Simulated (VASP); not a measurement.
Crystal: AlP.

```
Al P
1.0
     0.00000    2.73570    2.73570
     2.73570    0.00000    2.73570
     2.73570    2.73570    0.00000
Al P
1 1
Direct
  0.00000 0.00000 0.00000
  0.25000 0.25000 0.25000
```

Base run:

- Program: VASP 6.6.1
- Functional: LDA
- Potentials or basis: VASP PAW LDA potentials, release 64 (Al, P)
- Cutoff: 520 eV
- k mesh: 8 × 8 × 8
- Occupations: gaussian, width 0.03 eV
- Spin: no spin polarisation

Its results: band gap on the k mesh 1.45 eV, indirect (least direct gap 3.07 eV).

The run is repeated on the same cell with these changes: functional from LDA to TB-mBJ; potentials or basis from VASP PAW LDA potentials, release 64 (Al, P) to VASP PAW PBE potentials, release 64 (Al, P). What comes out?

Band gap on the k mesh 2.42 eV, indirect (least direct gap 4.21 eV).
